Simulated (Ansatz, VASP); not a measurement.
# Ta2C3 in VASP and in Ansatz

```
CELL_PARAMETERS angstrom
4.12160 0.00000 0.00000
0.00000 4.12160 0.00000
0.00000 0.00000 4.95462
ATOMIC_POSITIONS crystal
Ta 0.00000 0.00000 0.59137
Ta 0.00000 0.00000 0.14571
C 0.50000 0.00000 0.80792
C 0.00000 0.50000 0.80792
C 0.50000 0.50000 0.21939
```

Alike in both runs: task relaxation of cell and atoms; functional PBE; k mesh 4 × 4 × 4; occupations gaussian, width 0.1 eV; no spin polarisation.

|  | VASP | Ansatz |
| --- | --- | --- |
| version | VASP 6.6.1 | Ansatz 0.2.0 |
| potentials or method | VASP PAW PBE potentials, release 64 (Ta_pv, C) | scalar-relativistic, plane waves, PAW |
| plane-wave cutoff (eV) | 600 | 420 |
| valence electrons in the cell | 34 | 38 |

Ansatz gave:

- gap on the k mesh at the Fermi level, each at its own relaxed structure (eV): none
- relaxed volume (Å³/atom): 10.39
- relaxed cell length with the largest relative difference (Å): 2.970
- energy change over the relaxation (meV/atom): -2226

**Question.** What did VASP give for the same quantities?

**Answer.** gap on the k mesh at the Fermi level, each at its own relaxed structure (eV): none; relaxed volume (Å³/atom): 10.43; relaxed cell length with the largest relative difference (Å): 2.975; energy change over the relaxation (meV/atom): -2220.

A gap of «none» marks a metal or a gap that the smearing closes. The two sets of potentials don't hold the same shells in valence.

Caveats: the k mesh is coarse (spacing up to 0.38 Å⁻¹), so the values aren't converged; the volume moved by over 15 % at a fixed basis, so the end points are rough (VASP). The runs have no spin-orbit coupling, so splittings on Ta are missing.
